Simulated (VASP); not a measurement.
**BaZrO3: single point with PBEsol**

Crystal: BaZrO3.

```xyz
5
Lattice="4.1807 0.0000 0.0000 0.0000 4.1807 0.0000 0.0000 0.0000 4.1807" Properties=species:S:1:pos:R:3 pbc="T T T"
Ba    0.0000    0.0000    0.0000
Zr    2.0903    2.0903    2.0903
O     2.0903    2.0903    0.0000
O     2.0903    0.0000    2.0903
O     0.0000    2.0903    2.0903
```

The cell was built by a generator and isn't the measured one.

```json
{
  "Program": "VASP 6.6.1",
  "Task": "single point",
  "Functional": "PBEsol",
  "Potentials or basis": "VASP PAW PBE potentials, release 64 (Ba_sv, Zr_sv, O)",
  "Cutoff": "520 eV",
  "k mesh": "6 × 6 × 6",
  "Occupations": "gaussian, width 0.02 eV",
  "Spin": "no spin polarisation",
  "Dipole correction": "no",
  "Further INCAR settings": "ALGO = Normal; EDIFF = 1e-06; NBANDS = 28"
}
```

| Quantity | Value |
| --- | --- |
| Pressure | 1.2 GPa |
| Band gap on the k mesh | 3.12 eV, indirect (least direct gap 3.33 eV) |

Levels at points of the mesh, in eV from the valence-band top:
```
           k point  band 18  band 19  band 20  band 21  band 22  band 23
(0.00, 0.00, 0.00)    -0.21    -0.21    -0.21     3.12     3.12     3.12
(0.50, 0.00, 0.00)    -1.74    -0.44    -0.44     3.59     5.74     5.74
(0.50, 0.50, 0.00)    -0.94    -0.77    -0.08     5.70     5.70     6.46
(0.50, 0.50, 0.50)     0.00     0.00     0.00     5.93     5.93     5.93
```

It took 16 s on 1 thread of Intel(R) Xeon(R) 6975P-C (Granite Rapids), on a shared host, peak memory 0.19 GiB.

Caveat: the PAW data sets were made with another functional, which shifts forces and pressure a little; spin-orbit coupling is left out, which moves the levels of the heavy elements. A k mesh can miss the band edges.
